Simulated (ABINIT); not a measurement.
## HfO2: band structure with PBE

Crystal: HfO2.

```
CELL_PARAMETERS angstrom
0.00000 2.55750 2.55750
2.55750 0.00000 2.55750
2.55750 2.55750 0.00000
ATOMIC_POSITIONS crystal
Hf 0.00000 0.00000 0.00000
O 0.75000 0.75000 0.75000
O 0.25000 0.25000 0.25000
```

Measurements of this composition are mostly on another form, of space group No. 14.

```
Program             : ABINIT 10.8.3 (patched build)
Task                : band structure
Functional          : PBE
Potentials or basis : PseudoDojo NC SR PBE v0.5 stringent
Cutoff              : 1796 eV
k mesh              : 9 × 9 × 9
Occupations         : fermi-dirac, width 0.05 eV
Spin                : no spin polarisation
```

The pressure is -3.2 GPa. The band gap on the k mesh is 3.83 eV, indirect (least direct gap 3.94 eV) and the band gap along the path is 3.73 eV, direct. The valence electrons inside the program's atomic spheres are Hf 22.14; O 6.33.

Levels at the corners of the path, in eV from the valence-band top:
| point | band 15 | band 16 | band 17 | band 18 | band 19 | band 20 | band 21 | band 22 | band 23 | band 24 |
| --- | --- | --- | --- | --- | --- | --- | --- | --- | --- | --- |
| Γ | -5.21 | -5.21 | -0.60 | -0.60 | -0.60 | 3.83 | 3.83 | 5.60 | 10.10 | 10.10 |
| X | -3.40 | -3.40 | -1.53 | -1.53 | 0.00 | 3.73 | 5.39 | 6.42 | 7.95 | 7.95 |
| W | -4.96 | -2.53 | -2.53 | -1.39 | -0.20 | 4.72 | 5.05 | 6.87 | 6.87 | 8.08 |
| K | -3.95 | -3.29 | -2.20 | -1.33 | -0.33 | 4.24 | 5.31 | 6.71 | 7.33 | 8.21 |
| Γ | -5.21 | -5.21 | -0.60 | -0.60 | -0.60 | 3.83 | 3.83 | 5.60 | 10.10 | 10.10 |
| L | -4.20 | -3.05 | -2.65 | -1.80 | -1.80 | 4.53 | 4.53 | 6.77 | 8.94 | 9.10 |
| U | -3.95 | -3.29 | -2.20 | -1.33 | -0.33 | 4.24 | 5.31 | 6.71 | 7.33 | 8.21 |
| W | -4.96 | -2.53 | -2.53 | -1.39 | -0.20 | 4.72 | 5.05 | 6.87 | 6.87 | 8.08 |
| L | -4.20 | -3.05 | -2.65 | -1.80 | -1.80 | 4.53 | 4.53 | 6.77 | 8.94 | 9.10 |
| K | -3.95 | -3.29 | -2.20 | -1.33 | -0.33 | 4.24 | 5.31 | 6.71 | 7.33 | 8.21 |

Wall time 7.7 min on 1 thread of AMD EPYC 9R45 96-Core Processor (Zen 5), on a shared host, peak memory 0.3 GiB.

Caveat: spin-orbit coupling is left out, which moves the levels of the heavy elements; the mesh misses the band edges, which the band path finds closer together. A hybrid or GW would open this gap; PBE tends to underestimate it.
